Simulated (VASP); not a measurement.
The system is VO2.

```
V O
1.0
     4.62443    0.00000    0.00000
     0.00000    4.62443    0.00000
     0.00000    0.00000    2.94698
V O
2 4
Direct
  0.00000 0.00000 0.00000
  0.50000 0.50000 0.50000
  0.30960 0.30960 0.00000
  0.19040 0.80960 0.50000
  0.69040 0.69040 0.00000
  0.80960 0.19040 0.50000
```

* Program: VASP 6.6.1
* Task: relaxation of cell and atoms
* Functional: PBE
* Potentials or basis: VASP PAW PBE potentials, release 64 (V_sv, O)
* Cutoff: 600 eV
* k mesh: 6 × 6 × 10
* Occupations: gaussian, width 0.03 eV
* Spin: collinear spin, ferromagnetic start
* Starting moments: [1.0, 1.0, 0.0, 0.0, 0.0, 0.0] μB
* Hubbard terms: V d U = 3.25 eV

At the start: pressure -0.1 GPa; volume 10.50 Å³/atom.

Problem. Where does the relaxation end?

Solution. Over 9 steps the energy falls by 38.2 meV/atom and the volume is 10.28 Å³/atom (-2.2 %); space group P4_2/mnm (No. 136, to 0.05 Å); moment 2.00 μB per cell.

The path:
| step | energy change (eV) | largest force (eV/Å) | pressure (GPa) | volume (Å³) |
| --- | --- | --- | --- | --- |
| 1 | 0.0000 | 1.0404 | -0.15 | 63.02 |
| 2 | -0.1990 | 0.2143 | -3.86 | 62.90 |
| 3 | -0.2126 | 0.0529 | -4.21 | 62.84 |
| 4 | -0.1965 | 0.2126 | 5.83 | 60.17 |
| 5 | -0.2273 | 0.1049 | -0.32 | 61.73 |
| 6 | -0.2289 | 0.0230 | -0.07 | 61.67 |
| 7 | -0.2289 | 0.0033 | -0.01 | 61.66 |
| 8 | -0.2289 | 0.0058 | -0.01 | 61.66 |
| 9 | -0.2289 | 0.0037 | 0.01 | 61.65 |

Final structure:
```xyz
6
Lattice="4.5067 0.0000 0.0000 0.0000 4.5067 0.0000 0.0000 0.0000 3.0354" Properties=species:S:1:pos:R:3 pbc="T T T"
V     0.0000    4.5067    0.0000
V     2.2533    2.2533    1.5177
O     1.3494    1.3494    0.0000
O     0.9039    3.6028    1.5177
O     3.1572    3.1572    0.0000
O     3.6028    0.9039    1.5177
```
